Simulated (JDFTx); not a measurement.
Crystal: CaO.

```xyz
2
Lattice="0.0000 2.4036 2.4036 2.4036 0.0000 2.4036 2.4036 2.4036 0.0000" Properties=species:S:1:pos:R:3 pbc="T T T"
Ca    0.0000    0.0000    0.0000
O     2.4036    2.4036    2.4036
```

The cell is a database's computed one.

Base run:

| Item | Value |
| --- | --- |
| Program | JDFTx 1.7.0 (patched build) |
| Functional | PBE |
| Potentials or basis | PseudoDojo-SR-PBE-0.5-standard |
| Cutoff | 1143 eV |
| Density cutoff | 4572 eV |
| k mesh | 10 × 10 × 10 |
| Occupations | fermi-dirac, width 0.05 eV |
| Spin | no spin polarisation |

Its results: band gap on the k mesh 3.66 eV, indirect (least direct gap 4.03 eV); pressure 1.3 GPa.

Question: The run is repeated on the same cell with these changes: functional from PBE to HLE16; density cutoff from 4572 eV to 9143 eV. What comes out?

Answer: Band gap on the k mesh 4.55 eV, indirect (least direct gap 4.88 eV); pressure -13.0 GPa.

Caveats: the potentials were made for a functional far from this one (some runs); the potentials were made for another functional, which shifts forces and pressure (some runs).

A k mesh can miss the band edges.
